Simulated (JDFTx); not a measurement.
Runs of JDFTx 1.7.0 (patched build) on Ru. The structure is hexagonal, space group P6_3/mmc (No. 194). Conventional cell: a = 2.706 Å, b = 2.706 Å, c = 4.282 Å, α = 90.00°, β = 90.00°, γ = 120.00°. Around Ru (site symmetry -6m2) lie 12 Ru at 2.65 to 2.71 Å. 

```tsv
task	level	potentials or basis	cell	k mesh	cutoff (eV)	further solve for the empty bands	mesh quality	gap on the mesh (eV)	pressure (GPa)	V0 of scaled cells (Å³/atom)	B0 (GPa)
single point	PBEsol	PseudoDojo-SR-PBEsol-0.4.1-standard with smoothed tails	as given	11 × 11 × 6	1143	yes	not flagged	none	-5.7	-	-
equation of state	PBEsol	PseudoDojo-SR-PBEsol-0.4.1-standard with smoothed tails	as given	11 × 11 × 6	1143	-	not flagged	-	-	(a)	347
equation of state	LDA	PseudoDojo-SR-LDA-0.4.1-standard with smoothed tails	as given	11 × 11 × 6	1197	-	not flagged	-	-	13.12	(b)
single point	PBEsol	PseudoDojo-SR-PBEsol-0.4.1-standard with smoothed tails	atoms moved at random, drawn with an rms of 0.05 Å	11 × 11 × 6	1143	yes	not flagged	none	-5.6	-	-
equation of state	r2SCAN	SG15-PBE-1.2 with smoothed tails	as given	6 × 6 × 3	1088	-	coarse	-	-	13.45	345
```

Alike in all rows: no spin polarisation; smearing fermi-dirac 0.05 eV.

Question: Fill in the values left out.

Answer: (a) 13.35; (b) 367.

Caveats: some runs use coarse meshes; the cell was scaled at fixed shape and fractional positions, which overstates the stiffness of a crystal with free parameters, most of all of layers and chains (some runs); the potentials were made for another functional, which shifts forces and pressure (some runs).

A k mesh can miss the band edges, and the runs leave out spin-orbit coupling on Ru.

A gap of «none» marks a metal or a gap under the smearing width.
